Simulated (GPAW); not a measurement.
SnSe2:

```xyz
3
Lattice="3.8110 0.0000 0.0000 -1.9055 3.3004 0.0000 0.0000 0.0000 6.1360" Properties=species:S:1:pos:R:3 pbc="T T T"
Sn    0.0000    0.0000    0.0000
Se    1.9055    1.1001    4.6081
Se    0.0000    2.2003    1.5279
```

Program: GPAW 26.7.0. Alike in all runs: cell as given; smearing fermi-dirac 0.05 eV.

Problem. Order these runs on this cell by their band gap on the k mesh, lowest first.
A. level YS-PBE0; potentials or basis GPAW PAW data sets (gpaw-data 1.2.1), pw; spin off; k mesh 4 × 4 × 2; cutoff (eV) 450; maxiter 60; mesh quality coarse
B. level LDA; potentials or basis the program's PAW data sets (release 1.2.1) made for this functional, pw; spin SOC, no magnetisation; k mesh 6 × 6 × 3; cutoff (eV) 600; maxiter 150; band path GMKGALHA,LM,KH; band points 60; spin axis theta (degrees) 0; spin axis phi (degrees) 0; mesh quality not flagged
C. level optPBE-vdW; potentials or basis GPAW PAW data sets (gpaw-data 1.2.1), pw; spin SOC, no magnetisation; k mesh 6 × 6 × 3; cutoff (eV) 600; maxiter 150; band path GMKGALHA,LM,KH; band points 80; spin axis theta (degrees) 90; spin axis phi (degrees) 0; mesh quality not flagged

Solution. B (0.58 eV), C (0.73 eV), A (1.57 eV).

Caveats: some runs use coarse meshes; spin-orbit coupling was added after a scalar SCF, so levels and gaps hold it while energy, forces, pressure and moments don't (some runs); this program's spin-orbit splittings come out too wide for heavy elements (some runs); exact exchange converges slowly with the k mesh, and this mesh is small (some runs); spin-orbit coupling is left out, which moves the levels of the heavy elements (some runs).

A k mesh can miss the band edges.

Runs at the PBE level aren't shown here.
